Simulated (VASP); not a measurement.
# PbO (Pm-3m) in VASP: a series of runs

Aim: see how the results for PbO move with the level of theory and the settings. Levels: r2SCAN, PBE. Tasks: single point.

Program: VASP 6.6.1. These are calculated values, not measurements. Logs are shortened: lines on timing, memory, paths and dates and some standing lists are left out, and cuts for length are marked.

### Step 1. The cell of the first run

It takes space group Pm-3m (No. 221, cubic). The conventional cell has a = 3.276 Å, b = 3.276 Å, c = 3.276 Å, α = 90.00°, β = 90.00°, γ = 90.00°. Around Pb (site symmetry m-3m) lie 8 O at 2.84 Å. O (site symmetry m-3m) has 8 Pb at 2.84 Å as nearest neighbours.

The cell was built by a generator and needn't be a form met in nature.

### Step 2. Single point, r2SCAN (hydrostatic strain +3.0%)

Contents of POSCAR:

```
PbO
1.0
    3.2763424815      0.0000000000      0.0000000000
    0.0000000000      3.2763424815      0.0000000000
    0.0000000000      0.0000000000      3.2763424815
Pb O
1 1
Direct
    0.0000000000      0.0000000000      0.0000000000
    0.5000000000      0.5000000000      0.5000000000
```

Contents of INCAR.step1:

```
SYSTEM = PbO
PREC = Accurate ; ENCUT = 520
ISMEAR = -1 ; SIGMA = 0.02
LREAL = .False. ; LASPH = .True.
NELM = 100 ; NBANDS = 17
GGA = PE ; ALGO = Normal
EDIFF = 1E-4 ; LWAVE = .True.
LCHARG = .False.
```

Contents of INCAR.step2:

```
SYSTEM = PbO
PREC = Accurate ; ENCUT = 520
EDIFF = 1E-6 ; ISMEAR = -1
SIGMA = 0.02 ; LREAL = .False.
LASPH = .True. ; NELM = 100
ALGO = Normal ; ISIF = 2
LWAVE = .False. ; LCHARG = .False.
METAGGA = R2SCAN ; LMIXTAU = .True.
NBANDS = 17 ; ISTART = 1
```

Contents of KPOINTS:

```
regular mesh
0
Gamma
  8 8 8
  0 0 0
```

Potentials or basis: VASP PAW PBE potentials, release 64 (Pb_d, O).

Started as:

```console
> cat potpaw_PBE.64/Pb_d/POTCAR potpaw_PBE.64/O/POTCAR > POTCAR
> cp INCAR.step1 INCAR
> mpirun -np 1 vasp_std > vasp.out
> cp INCAR.step2 INCAR
> mpirun -np 1 vasp_std > vasp.out
```

OUTCAR:

```text
SYSTEM = PbO
   PREC = Accurate
   ENCUT = 520
   EDIFF = 1E-6
   ISMEAR = -1
   LREAL = .False.
   LASPH = .True.
   NELM = 100
   ISIF = 2
   METAGGA = R2SCAN
   ISTART = 1

 ion  position               nearest neighbor table
   1  0.000  0.000  0.000-   2 2.84   2 2.84   2 2.84   2 2.84   2 2.84   2 2.84   2 2.84   2 2.84

   2  0.500  0.500  0.500-   1 2.84   1 2.84   1 2.84   1 2.84   1 2.84   1 2.84   1 2.84   1 2.84

  LATTYP: Found a simple cubic cell.
 ALAT       =     3.2763424815

  Lattice vectors:

 A1 = (   3.2763424815,   0.0000000000,   0.0000000000)
 A2 = (   0.0000000000,   3.2763424815,   0.0000000000)
 A3 = (   0.0000000000,   0.0000000000,   3.2763424815)

Analysis of symmetry for initial positions (statically):
=====================================================================
 Subroutine PRICEL returns:
 Original cell was already a primitive cell.

 Routine SETGRP: Setting up the symmetry group for a
 simple cubic supercell.

 Subroutine GETGRP returns: Found 48 space group operations
 (whereof 48 operations were pure point group operations)
 out of a pool of 48 trial point group operations.

The static configuration has the point symmetry O_h .

Analysis of symmetry for dynamics (positions and initial velocities):
=====================================================================
 Subroutine PRICEL returns:
 Original cell was already a primitive cell.

 Routine SETGRP: Setting up the symmetry group for a
 simple cubic supercell.

 Subroutine GETGRP returns: Found 48 space group operations
 (whereof 48 operations were pure point group operations)
 out of a pool of 48 trial point group operations.

The dynamic configuration has the point symmetry O_h .

 Subroutine INISYM returns: Found 48 space group operations
 (whereof 48 operations are pure point group operations),
 and found     1 'primitive' translations

----------------------------------------------------------------------------------------

                                     Primitive cell

  volume of cell :      35.1696

  direct lattice vectors                    reciprocal lattice vectors
     3.276342481  0.000000000  0.000000000     0.305218397  0.000000000  0.000000000
     0.000000000  3.276342481  0.000000000     0.000000000  0.305218397  0.000000000
     0.000000000  0.000000000  3.276342481     0.000000000  0.000000000  0.305218397

  length of vectors
     3.276342481  3.276342481  3.276342481     0.305218397  0.305218397  0.305218397

  position of ions in fractional coordinates (direct lattice)
     0.000000000  0.000000000  0.000000000
     0.500000000  0.500000000  0.500000000

  ion indices of the primitive-cell ions
   primitive index   ion index
                 1           1
                 2           2

----------------------------------------------------------------------------------------

 KPOINTS: regular mesh

Automatic generation of k-mesh.
 Grid dimensions read from file:
 generate k-points for:    8    8    8

 Generating k-lattice:

  Cartesian coordinates                     Fractional coordinates (reciprocal lattice)
     0.038152300  0.000000000  0.000000000     0.125000000  0.000000000  0.000000000
     0.000000000  0.038152300  0.000000000     0.000000000  0.125000000  0.000000000
     0.000000000  0.000000000  0.038152300     0.000000000  0.000000000  0.125000000

  Length of vectors
     0.038152300  0.038152300  0.038152300

  Shift w.r.t. Gamma in fractional coordinates (k-lattice)
     0.000000000  0.000000000  0.000000000

 Subroutine IBZKPT returns following result:
 ===========================================

 Found     35 irreducible k-points:

 Following reciprocal coordinates:
            Coordinates               Weight
  0.000000  0.000000  0.000000      1.000000
  0.125000  0.000000  0.000000      6.000000
  0.250000  0.000000  0.000000      6.000000
  0.375000  0.000000  0.000000      6.000000
  0.500000  0.000000  0.000000      3.000000
  0.125000  0.125000  0.000000     12.000000
[... 16 lines left out ...]
  0.375000  0.375000  0.125000     24.000000
  0.500000  0.375000  0.125000     24.000000
 [... further k-points ...]
   k-points           NKPTS =     35   k-points in BZ     NKDIM =     35   number of bands    NBANDS=     17
   number of dos      NEDOS =    301   number of ions     NIONS =      2
   total plane-waves  NPLWV =  13824
   dimension x,y,z NGX =    24 NGY =   24 NGZ =   24
   dimension x,y,z NGXF=    48 NGYF=   48 NGZF=   48
   ions per type =               1   1
   NGX,Y,Z   is equivalent  to a cutoff of  12.18, 12.18, 12.18 a.u.
   NGXF,Y,Z  is equivalent  to a cutoff of  24.36, 24.36, 24.36 a.u.
 SYSTEM =  PbO
   PREC   = accura    normal or accurate (medium, high low for compatibility)
   ISTART =      1    job   : 0-new  1-cont  2-samecut
   ICHARG =      0    charge: 1-file 2-atom 10-const
   ISPIN  =      1    spin polarized calculation?
   LNONCOLLINEAR =      F non collinear calculations
   LSORBIT =      F    spin-orbit coupling
   LASPH  =      T    aspherical Exc in radial PAW
   ENCUT  =  520.0 eV  38.22 Ry    6.18 a.u.   6.09  6.09  6.09*2*pi/ulx,y,z
   NELM   =    100;   NELMIN=  2; NELMDL=  0     # of ELM steps
   EDIFF  = 0.1E-05   stopping-criterion for ELM
   LREAL  =      F    real-space projection
[... 7 lines left out ...]
   TEBEG  =    0.0;   TEEND  =   0.0 temperature during run
   PSTRESS=    0.0 pullay stress
   NELECT =      20.0000    total number of electrons
   NUPDOWN=      -1.0000    fix difference up-down
   EMIN   =  10.00;   EMAX   =-10.00  energy-range for DOS
   EFERMI =   0.00;   METHOD = LEGACY
   ISMEAR =    -1;   SIGMA  =   0.02  broadening in eV -4-tet -1-fermi 0-gaus
   EFERMI_NEDOS =   21; number of points for ismear=-14 and -15
   IALGO  =     38    algorithm
   IMIX   =      4    mixing-type and parameters
     AMIX     =   0.40;   BMIX     =  1.00
     AMIX_MAG =   1.60;   BMIX_MAG =  1.00
  volume/ion in A,a.u.               =      17.58       118.67
  Fermi-wavevector in a.u.,A,eV,Ry     =   1.356320  2.563073 25.029335  1.839604
  Thomas-Fermi vector in A             =   2.483333
   LORBIT       =      0    0 simple, 1 ext, 2 COOP (PROOUT), +10 PAW based schemes
   METAGGA = R2SCAN    functional components
   LHFCALC =     F    Hartree Fock is set to
   AEXX    =    0.0000 exact exchange contribution
   IVDW    =     0    specifies the selected vdW correction
   LEPSILON=     F    determine dielectric tensor
   LRPA    =     F    only Hartree local field effects (RPA)
 non-spin polarized calculation
  energy-cutoff  :      520.00
  volume of cell :       35.17
 maximum number of plane-waves:       968
   NGX = 13   NGY = 13   NGZ = 13

 number of electron      19.9999987 magnetization

 Free energy of the ion-electron system (eV)
  ---------------------------------------------------
  ext. energy  EPLUGINS =         0.00000000
  ---------------------------------------------------
  free energy    TOTEN  =       -63.58937878 eV

  energy without entropy =      -63.58937711  energy(sigma->0) =      -63.58937794

 E-fermi :   5.9878     XC(G=0): -11.4274

 val. band max:        5.8223238814   @ k =   0.5000   0.0000   0.0000
 cond. band min:       6.1454184671   @ k =   0.5000   0.0000   0.0000
 fundamental gap:      0.3230945857
 Fermi energy:         5.9877956832

 k-point     1 :       0.0000    0.0000    0.0000
  band No.  band energies     occupation
      1     -11.7219      2.00000
      2     -11.4689      2.00000
      3     -11.4689      2.00000
      4     -10.9104      2.00000
      5     -10.9104      2.00000
      6     -10.9104      2.00000
[... 9 lines left out ...]
     16      22.5951      0.00000
     17      25.3800      0.00000

 k-point     2 :       0.1250    0.0000    0.0000
  band No.  band energies     occupation
      1     -11.6507      2.00000
      2     -11.4652      2.00000
      3     -11.4119      2.00000
      4     -10.9317      2.00000
      5     -10.9317      2.00000
      6     -10.9086      2.00000
[... 9 lines left out ...]
     16      23.5770      0.00000
     17      23.9653      0.00000

 k-point     3 :       0.2500    0.0000    0.0000
  band No.  band energies     occupation
      1     -11.4738      2.00000
      2     -11.4563      2.00000
      3     -11.2724      2.00000
      4     -10.9826      2.00000
      5     -10.9826      2.00000
      6     -10.9044      2.00000
[... 9 lines left out ...]
     16      21.9210      0.00000
     17      24.4894      0.00000

 k-point     4 :       0.3750    0.0000    0.0000
  band No.  band energies     occupation
      1     -11.4474      2.00000
      2     -11.2809      2.00000
      3     -11.1386      2.00000
      4     -11.0328      2.00000
      5     -11.0328      2.00000
      6     -10.9001      2.00000
[... 9 lines left out ...]
     16      21.3410      0.00000
     17      24.5810      0.00000

 k-point     5 :       0.5000    0.0000    0.0000
  band No.  band energies     occupation
      1     -11.4437      2.00000
      2     -11.1880      2.00000
      3     -11.0932      2.00000
      4     -11.0534      2.00000
      5     -11.0534      2.00000
      6     -10.8983      2.00000
[... 9 lines left out ...]
     16      22.6697      0.00000
     17      23.4356      0.00000

 k-point     6 :       0.1250    0.1250    0.0000
  band No.  band energies     occupation
      1     -11.6037      2.00000
      2     -11.4353      2.00000
      3     -11.3810      2.00000
      4     -10.9317      2.00000
      5     -10.9307      2.00000
      6     -10.9275      2.00000
[... 9 lines left out ...]
     16      22.8157      0.00000
     17      24.4708      0.00000

 k-point     7 :       0.2500    0.1250    0.0000
  band No.  band energies     occupation
      1     -11.5094      2.00000
      2     -11.4171      2.00000
      3     -11.2518      2.00000
      4     -10.9799      2.00000
      5     -10.9244      2.00000
      6     -10.9023      2.00000
[... 9 lines left out ...]
     16      21.6476      0.00000
     17      23.8040      0.00000

 k-point     8 :       0.3750    0.1250    0.0000
  band No.  band energies     occupation
      1     -11.4482      2.00000
      2     -11.4072      2.00000
      3     -11.1197      2.00000
      4     -11.0293      2.00000
      5     -10.9194      2.00000
      6     -10.8250      2.00000
[... 9 lines left out ...]
     16      22.2261      0.00000
     17      23.2373      0.00000
[... 203 lines left out ...]
      1     -11.5082      2.00000
      2     -11.3568      2.00000
      3     -11.0780      2.00000
      4     -11.0437      2.00000
      5     -10.9377      2.00000
      6     -10.6503      2.00000
[... 9 lines left out ...]
     16      21.4221      0.00000
     17      23.7861      0.00000

 k-point    20 :       0.2500    0.2500    0.1250
  band No.  band energies     occupation
      1     -11.5817      2.00000
      2     -11.2986      2.00000
      3     -11.1540      2.00000
      4     -11.0159      2.00000
      5     -10.9936      2.00000
      6     -10.6535      2.00000
[... 9 lines left out ...]
     16      21.6622      0.00000
     17      23.6471      0.00000

 k-point    21 :       0.3750    0.2500    0.1250
  band No.  band energies     occupation
      1     -11.6351      2.00000
      2     -11.2742      2.00000
      3     -11.0595      2.00000
      4     -11.0262      2.00000
      5     -10.9902      2.00000
      6     -10.4990      2.00000
[... 9 lines left out ...]
     16      22.1396      0.00000
     17      23.0262      0.00000

 k-point    22 :       0.5000    0.2500    0.1250
  band No.  band energies     occupation
      1     -11.6571      2.00000
      2     -11.2677      2.00000
      3     -11.0804      2.00000
      4     -10.9907      2.00000
      5     -10.9637      2.00000
      6     -10.4341      2.00000
[... 9 lines left out ...]
     16      22.6277      0.00000
     17      22.7565      0.00000

 k-point    23 :       0.3750    0.3750    0.1250
  band No.  band energies     occupation
      1     -11.7391      2.00000
      2     -11.2260      2.00000
      3     -11.0495      2.00000
      4     -11.0387      2.00000
      5     -10.9095      2.00000
      6     -10.3276      2.00000
[... 9 lines left out ...]
     16      21.3454      0.00000
     17      23.1150      0.00000

 k-point    24 :       0.5000    0.3750    0.1250
  band No.  band energies     occupation
      1     -11.7779      2.00000
      2     -11.2129      2.00000
      3     -11.0646      2.00000
      4     -11.0366      2.00000
      5     -10.8554      2.00000
      6     -10.2606      2.00000
[... 9 lines left out ...]
     16      21.4413      0.00000
     17      23.6194      0.00000

 [... further k-points ...]
[... 5 lines left out ...]
  --------------------------------------------------------------------------------------
  -------------------------------------------------------------------------------------
  Total       -1.6921559     -1.6921559     -1.6921559      0.0000000     -0.0000000      0.0000000
  in kB      -77.0873441    -77.0873441    -77.0873441      0.0000000     -0.0000000      0.0000000
  external PRESSURE =     -77.0873441 kB  Pullay stress =       0.0000000 kB

 VOLUME and BASIS-vectors are now :
 -----------------------------------------------------------------------------
  energy-cutoff  :      520.00
  volume of cell :       35.17
      direct lattice vectors                 reciprocal lattice vectors
     3.276342481  0.000000000  0.000000000     0.305218397  0.000000000  0.000000000
     0.000000000  3.276342481  0.000000000     0.000000000  0.305218397  0.000000000
     0.000000000  0.000000000  3.276342481     0.000000000  0.000000000  0.305218397

 POSITION                                       TOTAL-FORCE (eV/Angst)
 -----------------------------------------------------------------------------------
      0.00000      0.00000      0.00000         0.000000      0.000000      0.000000
      1.63817      1.63817      1.63817         0.000000      0.000000      0.000000
 -----------------------------------------------------------------------------------
    total drift:                                0.000000      0.000000     -0.000000

  FREE ENERGIE OF THE ION-ELECTRON SYSTEM (eV)
  ---------------------------------------------------
  free  energy   TOTEN  =       -63.5893787786 eV

  energy  without entropy=      -63.5893771061  energy(sigma->0) =      -63.58937794
```

It took 58 s on 1 thread of AMD EPYC 7R13 (Zen 3), shared host; peak memory 0.13 GiB.

What came out:

| Item | Value |
| --- | --- |
| Free energy | -63.5894 eV |
| Pressure | -7.7 GPa |
| Band gap on the k mesh | 0.32 eV, direct |

Caveat: the PAW data sets were made with another functional, which shifts forces and pressure a little; spin-orbit coupling is left out, which as a rule narrows the gap of such compounds by several tenths of an eV.

### Step 3. Single point, PBE (biaxial_xy strain -1.8%)

Contents of INCAR:

```
SYSTEM = PbO
PREC = Accurate
ENCUT = 520
EDIFF = 1E-7
ISMEAR = -1
SIGMA = 0.02
LREAL = .FALSE.
LASPH = .TRUE.
NELM = 100
ALGO = Normal
ISIF = 2
LWAVE = .FALSE.
LCHARG = .FALSE.
GGA = PE
NBANDS = 17
```

Contents of KPOINTS:

```
Automatic mesh
0
G
  8 8 8
  0 0 0
```

Contents of POSCAR:

```
PbO
1.0
    3.1224608938      0.0000000000      0.0000000000
    0.0000000000      3.1224608938      0.0000000000
    0.0000000000      0.0000000000      3.1793716463
Pb O
1 1
Direct
    0.0000000000      0.0000000000      0.0000000000
    0.5000000000      0.5000000000      0.5000000000
```

Potentials or basis: VASP PAW PBE potentials, release 64 (Pb_d, O).

Started as:

```console
> cat potpaw_PBE.64/Pb_d/POTCAR potpaw_PBE.64/O/POTCAR > POTCAR
> mpirun -np 1 vasp_std > vasp.out
```

It took 27 s on 1 thread of AMD EPYC 7R13 (Zen 3), shared host; peak memory 0.13 GiB.

The run converged. Its results:

- Free energy: -9.6986 eV
- Pressure: 7.6 GPa
- Band gap on the k mesh: 0.39 eV, indirect (least direct gap 0.70 eV)

Stress tensor (GPa, compression positive):
```
8.80 0.00 0.00
0.00 8.80 0.00
0.00 0.00 5.16
```

Levels at points of the mesh, in eV from the valence-band top:
```
           k point  band 6  band 7  band 8  band 9  band 10  band 11  band 12  band 13  band 14  band 15
(0.00, 0.00, 0.00)  -16.16   -8.37   -2.08   -1.88    -1.88     8.74     9.07     9.07     9.73    10.05
(0.50, 0.00, 0.00)  -16.15   -9.22   -1.15   -1.03    -0.50     0.39     7.78     8.34    10.94    13.60
(0.50, 0.50, 0.00)  -15.24   -5.71   -4.81   -4.81    -1.17     4.01     4.01     9.87    11.01    16.41
(0.00, 0.00, 0.50)  -16.15   -9.44   -1.05   -1.05    -0.29     0.41     8.11     8.11    11.08    13.69
(0.50, 0.00, 0.50)  -15.22   -5.95   -4.90   -4.84    -1.06     4.01     4.27    10.13    11.38    16.17
(0.50, 0.50, 0.50)  -15.97   -3.08   -2.39   -2.39    -2.37     0.60     0.60     0.87    13.41    13.77
```

Caveat: spin-orbit coupling is left out, which as a rule narrows the gap of such compounds by several tenths of an eV. A k mesh can miss the band edges.
